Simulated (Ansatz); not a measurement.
# SiC2: the cost of one run

Program: Ansatz 0.2.0. Level of theory: DFT PBE, scalar-relativistic, plane waves, PAW. These are calculated values, not measurements.

## (1) The starting structure

The structure is trigonal, space group P-3m1 (No. 164). The conventional cell has a = 2.645 Å, b = 2.645 Å, c = 13.479 Å, α = 90.00°, β = 90.00°, γ = 120.00°. Si (site symmetry 3m) has 9 Si at 2.64 to 2.72 Å and 3 C at 2.72 Å as nearest neighbours. Around C (site symmetry 3m) lie 9 C at 2.64 to 2.72 Å and 3 Si at 2.72 Å. C (site symmetry 3m) is surrounded by 12 C at 2.64 to 2.72 Å.

As a file:

```cif
data_structure
_symmetry_space_group_name_H-M 'P 1'
_symmetry_Int_Tables_number 1
_cell_length_a 2.6447
_cell_length_b 2.6447
_cell_length_c 13.4790
_cell_angle_alpha 90.000
_cell_angle_beta 90.000
_cell_angle_gamma 120.000
_cell_volume 81.65
loop_
_atom_site_label
_atom_site_type_symbol
_atom_site_fract_x
_atom_site_fract_y
_atom_site_fract_z
_atom_site_occupancy
Si1 Si 0.33333 0.66667 0.41667 1
Si2 Si 0.66667 0.33333 0.58333 1
C1 C 0.33333 0.66667 0.75000 1
C2 C 0.33333 0.66667 0.08333 1
C3 C 0.66667 0.33333 0.91667 1
C4 C 0.66667 0.33333 0.25000 1
```

The start is an ordering of an alloy on its end members' structure types: elements ordered on the sites of the Si type, Si/C on Si (P-3m1, No. 164).

## (2) A first look at the guess

Contents of input.yaml:

```yaml
crystal:
  lattice:
    - [2.64472273, 0.0, 0.0]
    - [-1.32236136, 2.29039707, 0.0]
    - [0.0, 0.0, 13.47899563]
  atoms:
    - { symbol: Si, position: [0.33333333, 0.66666667, 0.41666667] }
    - { symbol: Si, position: [0.66666667, 0.33333333, 0.58333333] }
    - { symbol: C, position: [0.33333333, 0.66666667, 0.75] }
    - { symbol: C, position: [0.33333333, 0.66666667, 0.08333333] }
    - { symbol: C, position: [0.66666667, 0.33333333, 0.91666667] }
    - { symbol: C, position: [0.66666667, 0.33333333, 0.25] }
basis:
  ecutwfc: 420
kpoints:
  mp_grid: { grid: [6, 6, 2] }
hamiltonian:
  xc: pbe
scf:
  occupations: { method: gaussian, width: 0.1 }
  lower_state_search: "off"
output:
  forces: true
  stress: true
  eigenvalues: true
```

Run with:

```console
$ ansatz run input.yaml --threads 1 --pin off --max-ram 2560MiB --backend cpu --events-out ev --progress --plain --runs-dir out
```

Q: Estimate wall time and peak memory on 1 thread of Intel Xeon at 2.50GHz (Skylake/Cascade Lake), shared host.

About 5.2 s, with a peak of 0.34 GiB.
